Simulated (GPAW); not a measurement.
# Nb3Sn (Pm-3n) in GPAW: relaxation of cell and atoms with PBEsol+D4

Aim: the relaxation of cell and atoms of Nb3Sn with PBEsol+D4.

All numbers are computed with GPAW 26.7.0; they aren't measurements. Logs are shortened: lines on timing, memory, paths and dates and some standing lists are left out, and cuts for length are marked. The log counts tension as positive stress, the text compression.

### 1 The crystal as given

Symmetry: Pm-3n, No. 223, cubic system. Conventional cell: a = 5.282 Å, b = 5.282 Å, c = 5.282 Å, α = 90.00°, β = 90.00°, γ = 90.00°. Around Sn (site symmetry m-3) lie 12 Nb at 2.95 Å. Nb (site symmetry -4m2) is surrounded by 2 Nb at 2.64 Å and 4 Sn at 2.95 Å.

### 2 Relaxation of cell and atoms, PBEsol+D4

File run.py:

```python
from ase import Atoms
from ase.calculators.mixing import SumCalculator
from ase.filters import FrechetCellFilter
from ase.io import write
from ase.optimize import BFGS
from dftd4.ase import DFTD4
from gpaw import GPAW, PW, setup_paths

setup_paths.insert(0, '.')

atoms = Atoms(['Sn', 'Sn', 'Nb', 'Nb', 'Nb', 'Nb', 'Nb', 'Nb'],
              cell=[[5.2821, 0.0, 0.0],
                    [0.0, 5.2821, 0.0],
                    [0.0, 0.0, 5.2821]],
              scaled_positions=[[0.5, 0.5, 0.5],
                                [0.0, 0.0, 0.0],
                                [0.0, 0.5, 0.25],
                                [0.0, 0.5, 0.75],
                                [0.5, 0.25, 0.0],
                                [0.75, 0.0, 0.5],
                                [0.5, 0.75, 0.0],
                                [0.25, 0.0, 0.5]],
              pbc=True)

calc = GPAW(mode=PW(600),
            xc='PBEsol',
            kpts={'size': (4, 4, 4), 'gamma': True},
            occupations={'name': 'fermi-dirac', 'width': 0.05},
            nbands=88,
            convergence={'density': 1e-05, 'forces': 0.0001},
            maxiter=150,
            txt='gpaw.txt')
atoms.calc = SumCalculator([calc, DFTD4(method='pbesol')])
opt = BFGS(FrechetCellFilter(atoms), trajectory='relax.traj', logfile='-')
done = opt.run(fmax=0.02, steps=60)
calc.write('gs.gpw')
write('result.traj', atoms)
print('Converged:', done)
print('Cell:', atoms.cell.cellpar().round(4))
print('Volume:', round(atoms.get_volume(), 4))
print(atoms.get_scaled_positions().round(5))
```

Potentials or basis: PAW data sets generated in the run's folder for this functional, pw.

Run with:

```sh
$ gpaw-setup -f PBEsol Nb Sn
$ OMP_NUM_THREADS=1 python run.py
```

gpaw.txt:

```text
__  _  _
 | _ |_)|_||  |
 |__||  | ||/\| - 26.7.0

Input parameters:
  mode=PW(ecut=600.0),
  convergence={'density': 1e-05, 'forces': 0.0001},
  kpts=MonkhorstPack(size=(4, 4, 4), gamma=True),
  maxiter=150,
  nbands=88,
  occupations=Occupations(name='fermi-dirac', width=0.05),
  xc=XC(name='PBEsol')

Diagonalizing LCAO Hamiltonian
Converting LCAO to pw mode
    .------------.
   /|            |
  / |            |
 *Nb|            |
 |  |            |
 |  |    Sn      |
 |NbNb-----Nb----.
 | /      Nb    /
 |/     Nb     /
 Sn-----------*

Atoms  # Å, Bohr magnetons
|   | symbol |        x |        y |        z |    initial magnetic moments |
|---|--------|----------|----------|----------|-----------------------------|
| 0 |     Sn | 2.641050 | 2.641050 | 2.641050 | ( 0.0000,  0.0000,  0.0000) |
| 1 |     Sn | 0.000000 | 0.000000 | 0.000000 | ( 0.0000,  0.0000,  0.0000) |
| 2 |     Nb | 0.000000 | 2.641050 | 1.320525 | ( 0.0000,  0.0000,  0.0000) |
| 3 |     Nb | 0.000000 | 2.641050 | 3.961575 | ( 0.0000,  0.0000,  0.0000) |
| 4 |     Nb | 2.641050 | 1.320525 | 0.000000 | ( 0.0000,  0.0000,  0.0000) |
| 5 |     Nb | 3.961575 | 0.000000 | 2.641050 | ( 0.0000,  0.0000,  0.0000) |
| 6 |     Nb | 2.641050 | 3.961575 | 0.000000 | ( 0.0000,  0.0000,  0.0000) |
| 7 |     Nb | 1.320525 | 0.000000 | 2.641050 | ( 0.0000,  0.0000,  0.0000) |

Unit cell  # Å
| periodic |        x |        y |        z |  lengths |    angles |
|----------|----------|----------|----------|----------|-----------|
|      yes | 5.282100 | 0.000000 | 0.000000 | 5.282100 | 90.000000 |
|      yes | 0.000000 | 5.282100 | 0.000000 | 5.282100 | 90.000000 |
|      yes | 0.000000 | 0.000000 | 5.282100 | 5.282100 | 90.000000 |

Number of symmetries: 24
Symmetry operations  # r_c * U_cc + t_c -> r_c
|    | kind |            matrix            |
|----|------|------------------------------|
|  0 |  E   |  1, 0, 0,  0, 1, 0,  0, 0, 1 |
|  1 |  σ   |  1, 0, 0,  0, 1, 0,  0, 0,-1 |
|  2 |  σ   |  1, 0, 0,  0,-1, 0,  0, 0, 1 |
|  3 |  C2  |  1, 0, 0,  0,-1, 0,  0, 0,-1 |
|  4 |  C3  |  0, 1, 0,  0, 0, 1,  1, 0, 0 |
|  5 |  S6  |  0, 1, 0,  0, 0, 1, -1, 0, 0 |
|  6 |  S6  |  0, 1, 0,  0, 0,-1,  1, 0, 0 |
|  7 |  C3  |  0, 1, 0,  0, 0,-1, -1, 0, 0 |
|  8 |  C3  |  0, 0, 1,  1, 0, 0,  0, 1, 0 |
|  9 |  S6  |  0, 0, 1,  1, 0, 0,  0,-1, 0 |
| 10 |  S6  |  0, 0, 1, -1, 0, 0,  0, 1, 0 |
| 11 |  C3  |  0, 0, 1, -1, 0, 0,  0,-1, 0 |
| 12 |  S6  |  0, 0,-1,  1, 0, 0,  0, 1, 0 |
| 13 |  C3  |  0, 0,-1,  1, 0, 0,  0,-1, 0 |
| 14 |  C3  |  0, 0,-1, -1, 0, 0,  0, 1, 0 |
| 15 |  S6  |  0, 0,-1, -1, 0, 0,  0,-1, 0 |
| 16 |  S6  |  0,-1, 0,  0, 0, 1,  1, 0, 0 |
| 17 |  C3  |  0,-1, 0,  0, 0, 1, -1, 0, 0 |
| 18 |  C3  |  0,-1, 0,  0, 0,-1,  1, 0, 0 |
| 19 |  S6  |  0,-1, 0,  0, 0,-1, -1, 0, 0 |
| 20 |  σ   | -1, 0, 0,  0, 1, 0,  0, 0, 1 |
| 21 |  C2  | -1, 0, 0,  0, 1, 0,  0, 0,-1 |
[... 205 lines left out ...]
Forces  # eV/Ang
|        x |        y |        z |
|----------|----------|----------|
|  0.00000 |  0.00000 |  0.00000 |  # Sn   0
| -0.00000 | -0.00000 | -0.00000 |  # Sn   1
| -0.00000 |  0.00000 |  0.00000 |  # Nb   2
| -0.00000 |  0.00000 | -0.00000 |  # Nb   3
|  0.00000 |  0.00000 |  0.00000 |  # Nb   4
| -0.00000 | -0.00000 |  0.00000 |  # Nb   5
|  0.00000 | -0.00000 |  0.00000 |  # Nb   6
|  0.00000 |  0.00000 |  0.00000 |  # Nb   7

Interpolating wave functions to new cell

         Nb
                Sn

         NbNb    Nb
                Nb
               Nb
       Sn

Atoms  # Å, Bohr magnetons
|   | symbol |        x |         y |         z |    initial magnetic moments |
|---|--------|----------|-----------|-----------|-----------------------------|
| 0 |     Sn | 2.638192 |  2.638192 |  2.638192 | ( 0.0000,  0.0000,  0.0000) |
| 1 |     Sn | 0.000000 | -0.000000 | -0.000000 | ( 0.0000,  0.0000,  0.0000) |
| 2 |     Nb | 0.000000 |  2.638192 |  1.319096 | ( 0.0000,  0.0000,  0.0000) |
| 3 |     Nb | 0.000000 |  2.638192 |  3.957288 | ( 0.0000,  0.0000,  0.0000) |
| 4 |     Nb | 2.638192 |  1.319096 | -0.000000 | ( 0.0000,  0.0000,  0.0000) |
| 5 |     Nb | 3.957288 | -0.000000 |  2.638192 | ( 0.0000,  0.0000,  0.0000) |
| 6 |     Nb | 2.638192 |  3.957288 | -0.000000 | ( 0.0000,  0.0000,  0.0000) |
| 7 |     Nb | 1.319096 | -0.000000 |  2.638192 | ( 0.0000,  0.0000,  0.0000) |

Unit cell  # Å
| periodic |         x |         y |        z |  lengths |    angles |
|----------|-----------|-----------|----------|----------|-----------|
|      yes |  5.276384 | -0.000000 | 0.000000 | 5.276384 | 90.000000 |
|      yes | -0.000000 |  5.276384 | 0.000000 | 5.276384 | 90.000000 |
|      yes |  0.000000 |  0.000000 | 5.276384 | 5.276384 | 90.000000 |

Number of symmetries: 24
Symmetry operations  # r_c * U_cc + t_c -> r_c
|    | kind |            matrix            |
|----|------|------------------------------|
|  0 |  E   |  1, 0, 0,  0, 1, 0,  0, 0, 1 |
|  1 |  σ   |  1, 0, 0,  0, 1, 0,  0, 0,-1 |
|  2 |  σ   |  1, 0, 0,  0,-1, 0,  0, 0, 1 |
|  3 |  C2  |  1, 0, 0,  0,-1, 0,  0, 0,-1 |
|  4 |  C3  |  0, 1, 0,  0, 0, 1,  1, 0, 0 |
|  5 |  S6  |  0, 1, 0,  0, 0, 1, -1, 0, 0 |
|  6 |  S6  |  0, 1, 0,  0, 0,-1,  1, 0, 0 |
|  7 |  C3  |  0, 1, 0,  0, 0,-1, -1, 0, 0 |
|  8 |  C3  |  0, 0, 1,  1, 0, 0,  0, 1, 0 |
|  9 |  S6  |  0, 0, 1,  1, 0, 0,  0,-1, 0 |
| 10 |  S6  |  0, 0, 1, -1, 0, 0,  0, 1, 0 |
| 11 |  C3  |  0, 0, 1, -1, 0, 0,  0,-1, 0 |
| 12 |  S6  |  0, 0,-1,  1, 0, 0,  0, 1, 0 |
| 13 |  C3  |  0, 0,-1,  1, 0, 0,  0,-1, 0 |
| 14 |  C3  |  0, 0,-1, -1, 0, 0,  0, 1, 0 |
| 15 |  S6  |  0, 0,-1, -1, 0, 0,  0,-1, 0 |
| 16 |  S6  |  0,-1, 0,  0, 0, 1,  1, 0, 0 |
| 17 |  C3  |  0,-1, 0,  0, 0, 1, -1, 0, 0 |
| 18 |  C3  |  0,-1, 0,  0, 0,-1,  1, 0, 0 |
| 19 |  S6  |  0,-1, 0,  0, 0,-1, -1, 0, 0 |
| 20 |  σ   | -1, 0, 0,  0, 1, 0,  0, 0, 1 |
| 21 |  C2  | -1, 0, 0,  0, 1, 0,  0, 0,-1 |
[... 203 lines left out ...]
Forces  # eV/Ang
|        x |        y |        z |
|----------|----------|----------|
|  0.00000 |  0.00000 |  0.00000 |  # Sn   0
|  0.00000 |  0.00000 |  0.00000 |  # Sn   1
|  0.00000 |  0.00000 | -0.00001 |  # Nb   2
|  0.00000 |  0.00000 |  0.00001 |  # Nb   3
|  0.00000 | -0.00001 |  0.00000 |  # Nb   4
|  0.00001 |  0.00000 |  0.00000 |  # Nb   5
|  0.00000 |  0.00001 |  0.00000 |  # Nb   6
| -0.00001 |  0.00000 |  0.00000 |  # Nb   7

Interpolating wave functions to new cell

         Nb
               Sn

         NNb    Nb
                Nb
              Nb
       Sn

Atoms  # Å, Bohr magnetons
|   | symbol |        x |        y |         z |    initial magnetic moments |
|---|--------|----------|----------|-----------|-----------------------------|
| 0 |     Sn | 2.612785 | 2.612785 |  2.612785 | ( 0.0000,  0.0000,  0.0000) |
| 1 |     Sn | 0.000000 | 0.000000 | -0.000000 | ( 0.0000,  0.0000,  0.0000) |
| 2 |     Nb | 0.000000 | 2.612785 |  1.306391 | ( 0.0000,  0.0000,  0.0000) |
| 3 |     Nb | 0.000000 | 2.612785 |  3.919178 | ( 0.0000,  0.0000,  0.0000) |
| 4 |     Nb | 2.612785 | 1.306391 | -0.000000 | ( 0.0000,  0.0000,  0.0000) |
| 5 |     Nb | 3.919178 | 0.000000 |  2.612785 | ( 0.0000,  0.0000,  0.0000) |
| 6 |     Nb | 2.612785 | 3.919178 | -0.000000 | ( 0.0000,  0.0000,  0.0000) |
| 7 |     Nb | 1.306391 | 0.000000 |  2.612785 | ( 0.0000,  0.0000,  0.0000) |

Unit cell  # Å
| periodic |        x |        y |         z |  lengths |    angles |
|----------|----------|----------|-----------|----------|-----------|
|      yes | 5.225569 | 0.000000 | -0.000000 | 5.225569 | 90.000000 |
|      yes | 0.000000 | 5.225569 | -0.000000 | 5.225569 | 90.000000 |
|      yes | 0.000000 | 0.000000 |  5.225569 | 5.225569 | 90.000000 |

Number of symmetries: 24
Symmetry operations  # r_c * U_cc + t_c -> r_c
|    | kind |            matrix            |
|----|------|------------------------------|
|  0 |  E   |  1, 0, 0,  0, 1, 0,  0, 0, 1 |
|  1 |  σ   |  1, 0, 0,  0, 1, 0,  0, 0,-1 |
|  2 |  σ   |  1, 0, 0,  0,-1, 0,  0, 0, 1 |
|  3 |  C2  |  1, 0, 0,  0,-1, 0,  0, 0,-1 |
|  4 |  C3  |  0, 1, 0,  0, 0, 1,  1, 0, 0 |
|  5 |  S6  |  0, 1, 0,  0, 0, 1, -1, 0, 0 |
|  6 |  S6  |  0, 1, 0,  0, 0,-1,  1, 0, 0 |
|  7 |  C3  |  0, 1, 0,  0, 0,-1, -1, 0, 0 |
|  8 |  C3  |  0, 0, 1,  1, 0, 0,  0, 1, 0 |
|  9 |  S6  |  0, 0, 1,  1, 0, 0,  0,-1, 0 |
| 10 |  S6  |  0, 0, 1, -1, 0, 0,  0, 1, 0 |
| 11 |  C3  |  0, 0, 1, -1, 0, 0,  0,-1, 0 |
| 12 |  S6  |  0, 0,-1,  1, 0, 0,  0, 1, 0 |
| 13 |  C3  |  0, 0,-1,  1, 0, 0,  0,-1, 0 |
| 14 |  C3  |  0, 0,-1, -1, 0, 0,  0, 1, 0 |
| 15 |  S6  |  0, 0,-1, -1, 0, 0,  0,-1, 0 |
| 16 |  S6  |  0,-1, 0,  0, 0, 1,  1, 0, 0 |
| 17 |  C3  |  0,-1, 0,  0, 0, 1, -1, 0, 0 |
| 18 |  C3  |  0,-1, 0,  0, 0,-1,  1, 0, 0 |
| 19 |  S6  |  0,-1, 0,  0, 0,-1, -1, 0, 0 |
| 20 |  σ   | -1, 0, 0,  0, 1, 0,  0, 0, 1 |
| 21 |  C2  | -1, 0, 0,  0, 1, 0,  0, 0,-1 |
[... 129 lines left out ...]
convergence criteria:
- Maximum integral of absolute [dens]ity change: 1e-05 electrons / valence electron
- Maximum change in the atomic [forces] across last 2 cycles: 0.0001 eV/Ang OR
Maximum error relative to the maximum force is below inf
- Maximum [total energy] change in last 3 cyles: 0.0005 eV / valence electron
- Maximum integral of absolute [eigenst]ate change: 4e-08 eV^2 / valence electron
maximum number of iterations: 150

SCF iterations
|iter     | |      energy | eigst |  dens |force |
|---------|-|-------------|-------|-------|------|
|iter:   1| |  -77.426825 | -0.94 |       |      |
|iter:   2| |  -77.394783 | -2.77 | -1.84 |      |
|iter:   3| |  -77.253908 | -2.51 | -1.89 |      |
|iter:   4| |  -77.256224 | -3.70 | -2.73 |      |
|iter:   5| |  -77.257903c| -4.46 | -3.20 |      |
|iter:   6| |  -77.257828c| -5.75 | -3.64 |      |
|iter:   7| |  -77.257827c| -7.15 | -4.33 |      |
|iter:   8| |  -77.257826c| -7.98c| -4.73 |      |
|iter:   9| |  -77.257826c| -8.36c| -5.42c|      |
|iter:  10| |  -77.257826c| -8.50c| -5.58c|-3.18 |
|iter:  11| |  -77.257826c| -9.18c| -6.47c|-4.54c|

Converged in 11 steps
Energy contributions relative to reference atoms: (reference = -958963.478680)

Energy contributions:
  Kinetic:          15.410664
  Coulomb:         -34.660704
  Zero:             -0.480331
  External:          0.000000
  Xc:              -57.480608
  Entropy:          -0.093693
  Spinorbit:         0.000000
  ----------------------------
  Free energy:     -77.304672
  Extrapolated:    -77.257826
[... 9 lines left out ...]
|         46 |         9.672 |     2.000 |
|         47 |         9.672 |     2.000 |
|         48 |        10.085 |     2.000 |
|         49 |        10.979 |     2.000 |
|         50 |        10.979 |     2.000 |
|         51 |        10.979 |     2.000 |
[... 8 lines left out ...]
|         60 |        15.369 |     0.000 |
|         61 |        15.369 |     0.000 |
|        ... |               |           |
|         87 |        24.644 |     0.000 |

No gap
No difference between direct/indirect transitions

Stress tensor  # eV/Ang^3
|         x |         y |         z |
|-----------|-----------|-----------|
| -0.013759 |  0.000000 |  0.000000 |
|  0.000000 | -0.013759 | -0.000000 |
|  0.000000 | -0.000000 | -0.013759 |

Forces  # eV/Ang
|        x |        y |        z |
|----------|----------|----------|
|  0.00000 |  0.00000 | -0.00000 |  # Sn   0
|  0.00000 |  0.00000 |  0.00000 |  # Sn   1
|  0.00000 | -0.00000 | -0.00003 |  # Nb   2
|  0.00000 |  0.00000 |  0.00003 |  # Nb   3
|  0.00000 | -0.00003 |  0.00000 |  # Nb   4
|  0.00003 |  0.00000 |  0.00000 |  # Nb   5
|  0.00000 |  0.00003 |  0.00000 |  # Nb   6
| -0.00003 |  0.00000 |  0.00000 |  # Nb   7

# Writing to gs.gpw (mode='')
```

It took 4.2 min on 1 thread of Arm Neoverse V2, shared host; peak memory 0.39 GiB.

What came out:

| Quantity | Value |
| --- | --- |
| Free energy | -79.1971 eV |
| Relaxed volume | 17.84 Å³/atom |
| Relaxed cell | a = 5.226 Å, b = 5.226 Å, c = 5.226 Å, α = 90.00°, β = 90.00°, γ = 90.00° |
| Space group after relaxing (to 0.05 Å) | Pm-3n (No. 223) |
| Energy gained by relaxing | 9.8 meV/atom |
| Ionic steps | 3 |
| Pressure after relaxing | 0.2 GPa |
| Band gap on the k mesh | none (metal or under the smearing width) |
| Dispersion energy per atom | -0.237 eV |

Step by step:
| step | energy change (eV) | largest force (eV/Å) | pressure (GPa) | volume (Å³) |
| --- | --- | --- | --- | --- |
| 1 | 0.0000 | 0.0000 | -5.27 | 147.37 |
| 2 | -0.0151 | 0.0000 | -4.76 | 146.90 |
| 3 | -0.0781 | 0.0000 | 0.18 | 142.69 |

Final structure:
```
Sn Nb
1.0
     5.22557    0.00000    0.00000
     0.00000    5.22557    0.00000
     0.00000    0.00000    5.22557
Sn Nb
2 6
Direct
  0.50000 0.50000 0.50000
  0.00000 0.00000 0.00000
  0.00000 0.50000 0.25000
  0.00000 0.50000 0.75000
  0.50000 0.25000 0.00000
  0.75000 0.00000 0.50000
  0.50000 0.75000 0.00000
  0.25000 0.00000 0.50000
```

Caveat: later steps reuse the first step's grids; pairwise dispersion overbinds metals, which lowers pressure and volume.
